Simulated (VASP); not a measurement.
Write the native input for VASP 6.6.1 that does the following.

- Task: Born charges and dielectric tensor
- Functional: PBE
- Potentials or basis: VASP PAW PBE potentials, release 64 (C)
- Cutoff: 520 eV
- k mesh: 20 × 20 × 20
- Occupations: gaussian, width 0.02 eV
- Spin: no spin polarisation
- Further INCAR settings: ALGO = Fast; EDIFF = 1e-08; IBRION = 8; NSW = 1

The structure of C lies in POSCAR:

```
C                                       
1.0
    0.0000000000      1.7867132742      1.7867132742
    1.7867132742      0.0000000000      1.7867132742
    1.7867132742      1.7867132742      0.0000000000
  C             
     2
Direct
     0.0000000000000000    0.0000000000000000    0.0000000000000000
     0.2500000000000000    0.2500000000000000    0.2500000000000000
```

This isn't the form of C at room conditions, which is graphite.

These files were run (other wordings do the same):

INCAR

```
SYSTEM = C
ALGO = Fast
EDIFF = 1E-8
ENCUT = 520
GGA = PE
IBRION = 8
ISIF = 2
ISMEAR = 0
LASPH = .True.
LCHARG = .False.
LEPSILON = .True.
LREAL = .False.
LWAVE = .False.
NELM = 80
NSW = 1
PREC = Accurate
SIGMA = 0.02
```

KPOINTS

```
k-points
0
Gamma
  20 20 20
  0 0 0
```

Potentials or basis: VASP PAW PBE potentials, release 64 (C).

The run is started by

```console
$ cat potpaw_PBE.64/C/POTCAR > POTCAR
$ mpirun -np 1 vasp_std > vasp.out
```

Results of the run:

- Band gap on the k mesh: 4.12 eV, indirect (least direct gap 5.57 eV)
- Electronic dielectric tensor (diagonal): 5.86
- Born charges (mean of the diagonal): C +0.00 e
- Highest phonon frequency at Γ: 1291 cm⁻¹

It took 3.6 min on 1 thread of Intel(R) Xeon(R) Platinum 8488C (Sapphire Rapids), with other jobs on the host, peak memory 0.34 GiB.
